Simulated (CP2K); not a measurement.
Runs of CP2K 2026.2 on Cd. Symmetry: P6_3/mmc, No. 194, hexagonal system. The conventional cell has a = 2.979 Å, b = 2.979 Å, c = 5.618 Å, α = 90.00°, β = 90.00°, γ = 120.00°. Cd (site symmetry -6m2) is surrounded by 12 Cd at 2.98 to 3.29 Å. 

```tsv
task	level	potentials or basis	cell	k mesh	smearing	EPS_DEFAULT	k points reduced by the point group	NGRIDS	basis sets	potentials	gap on the mesh (eV)	pressure (GPa)	relaxed volume (Å³/atom)
single point	RPBE	POTENTIAL_UZH Cd GTH-PBE-q12; TZVP-MOLOPT-PBE-GTH basis	as given	10 × 10 × 5	gaussian 0.02 eV	1.0E-10	yes	4	Cd TZVP-MOLOPT-PBE-GTH-q12	Cd GTH-PBE-q12 of POTENTIAL_UZH	none	5.4	-
single point	PBEsol	POTENTIAL_UZH Cd GTH-PBE-q12; TZVP-MOLOPT-PBE-GTH basis	as given	10 × 10 × 5	fermi-dirac 0.05 eV	1.0E-10	yes	5	Cd TZVP-MOLOPT-PBE-GTH-q12	Cd GTH-PBE-q12 of POTENTIAL_UZH	none	-1.0	-
single point	RPBE	POTENTIAL_UZH Cd GTH-PBE-q12; TZVP-MOLOPT-PBE-GTH basis	as given	10 × 10 × 5	gaussian 0.05 eV	1.0E-10	yes	5	Cd TZVP-MOLOPT-PBE-GTH-q12	Cd GTH-PBE-q12 of POTENTIAL_UZH	none	5.4	-
band structure	r2SCAN	POTENTIAL_UZH Cd GTH-SCAN-q12; TZVP-MOLOPT-SCAN-GTH basis	as given	10 × 10 × 5	fermi-dirac 0.01 eV	1.0E-10	yes	4	Cd TZVP-MOLOPT-SCAN-GTH-q12	Cd GTH-SCAN-q12 of POTENTIAL_UZH	none	(b)	-
relaxation of cell and atoms	LDA	GTH_POTENTIALS Cd GTH-PADE-q12; TZVP-MOLOPT-PBE-GTH basis	relaxed	8 × 8 × 4	fermi-dirac 0.05 eV	1.0E-9	-	5	Cd TZVP-MOLOPT-PBE-GTH-q12	Cd GTH-PADE-q12 of GTH_POTENTIALS	none	0.0	(a)
relaxation of cell and atoms	PBEsol	POTENTIAL_UZH Cd GTH-PBE-q12; TZVP-MOLOPT-PBE-GTH basis	relaxed	8 × 8 × 4	fermi-dirac 0.0259 eV	1.0E-10	-	4	Cd TZVP-MOLOPT-PBE-GTH-q12	Cd GTH-PBE-q12 of POTENTIAL_UZH	none	0.0	20.92
band structure	LDA	GTH_POTENTIALS Cd GTH-PADE-q12; TZVP-MOLOPT-PBE-GTH basis	as given	10 × 10 × 5	fermi-dirac 0.05 eV	1.0E-9	yes	4	Cd TZVP-MOLOPT-PBE-GTH-q12	Cd GTH-PADE-q12 of GTH_POTENTIALS	none	-3.9	-
```

Alike in all rows: no spin polarisation.

Estimate the missing entries.

(a) 19.81; (b) 0.6.

Caveats: the basis of atomic orbitals isn't converged, which shifts pressures, moduli and gaps; the potentials were made for another functional, which shifts forces and pressure (some runs).

A k mesh can miss the band edges, and the runs leave out spin-orbit coupling on Cd.

A gap of «none» marks a metal or a gap under the smearing width.

Not every run made on this cell is shown here.
